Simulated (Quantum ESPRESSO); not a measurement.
Crystal: Ge.

```
CELL_PARAMETERS angstrom
-2.49590 2.65086 1.43695
2.49590 -2.65086 1.43695
2.49590 2.65086 -1.43695
ATOMIC_POSITIONS crystal
Ge 0.31406 0.06406 0.25000
Ge 0.68594 0.93594 0.75000
```

This isn't the form of Ge at room conditions, which is diamond.

| Quantity | Value |
| --- | --- |
| Program | Quantum ESPRESSO 7.5 |
| Task | Wannier functions |
| Functional | LDA |
| Potentials or basis | PseudoDojo 0.4.1 SR LDA standard |
| Cutoff | 1061 eV |
| Density cutoff | 4245 eV |
| k mesh | 9 × 9 × 9 |
| Occupations | fermi-dirac, width 0.05 eV |
| Spin | no spin polarisation |
| Form of the LDA correlation | PW92 |
| Mixing beta | 0.5 |
| Most SCF iterations | 120 |
| SCF threshold | 4e-10 Ry |
| k mesh for the Wannier functions | 7 × 7 × 7 |
| Projections | Ge sp |

Start: atomic projections with disentanglement, frozen window up to 1.0 eV over the reference level; the lowest 10 bands are left out. The reference level is the Fermi level, or the middle of the gap.

Question: With atomic projections with disentanglement, how many functions result, how localised are they, and how well do they interpolate the bands?

Answer: 8 functions with spreads from 1.21 to 1.99 Å², 12.7 Å² in all; they miss the direct bands by 28 meV (root mean square).

Wannier functions:
| function | nearest atom | distance (Å) | spread (Å²) | on-site energy from the reference level (eV) |
| --- | --- | --- | --- | --- |
| 1 | 1 Ge | 0.63 | 1.23 | -2.64 |
| 2 | 1 Ge | 0.67 | 1.21 | -2.49 |
| 3 | 1 Ge | 0.05 | 1.94 | 2.00 |
| 4 | 1 Ge | 0.08 | 1.99 | 2.15 |
| 5 | 2 Ge | 0.63 | 1.23 | -2.64 |
| 6 | 2 Ge | 0.67 | 1.21 | -2.49 |
| 7 | 2 Ge | 0.05 | 1.94 | 2.00 |
| 8 | 2 Ge | 0.08 | 1.99 | 2.15 |

Parts of the spread (Å²): invariant 9.40, diagonal 0.005, off-diagonal 3.34, total 12.74. Against the direct bands the interpolation misses by 28 meV (root mean square) and 161 meV at most, for states up to 1 eV over the reference level.
